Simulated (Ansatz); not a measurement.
Crystal: InSe.

```xyz
4
Lattice="2.0000 1.1547 8.4400 -2.0000 1.1547 8.4400 0.0000 -2.3094 8.4400" Properties=species:S:1:pos:R:3 pbc="T T T"
In    0.0000    0.0000   22.4994
In    0.0000    0.0000    0.0000
Se    0.0000    0.0000    4.3525
Se    0.0000    0.0000    9.7102
```

* Program: Ansatz 0.2.0
* Task: relaxation of cell and atoms
* Functional: revPBE
* Dispersion: D4
* Potentials or basis: Ansatz PAW
* Cutoff: 420 eV (not typed: the program's choice for these potentials)
* k mesh: 8 × 8 × 8
* Occupations: fermi-dirac, width 0.05 eV
* Spin: no spin polarisation

At the start: volume 29.24 Å³/atom.

How do energy, volume and symmetry change on relaxing?

It ends after 6 steps and the volume is 28.85 Å³/atom (-1.3 %); space group R3m (No. 160, to 0.05 Å).

Step by step:
```
step  energy change (eV)  largest force (eV/Å)  volume (Å³)
   1              0.0000                0.4034       116.95
   2             -0.0269                0.1329       115.85
   3             -0.0280                0.0514       116.15
   4             -0.0295                0.0319       115.13
   5             -0.0298                0.0016       115.41
   6             -0.0295                0.0016       115.41
```

Final structure:
```cif
data_structure
_symmetry_space_group_name_H-M 'P 1'
_symmetry_Int_Tables_number 1
_cell_length_a 8.5317
_cell_length_b 8.5317
_cell_length_c 8.5317
_cell_angle_alpha 27.318
_cell_angle_beta 27.318
_cell_angle_gamma 27.318
_cell_volume 115.41
loop_
_atom_site_label
_atom_site_type_symbol
_atom_site_fract_x
_atom_site_fract_y
_atom_site_fract_z
_atom_site_occupancy
In1 In 0.88756 0.88756 0.88756 1
In2 In 0.00103 0.00103 0.00103 1
Se1 Se 0.16845 0.16845 0.16845 1
Se2 Se 0.38696 0.38696 0.38696 1
```

Caveat: the plane-wave basis is chosen anew once the cell has moved, so the energies of steps on either side of that aren't comparable; the PAW data sets come from PBE, with cores solved anew for the run's functional, which leaves a small shift of forces and pressure.
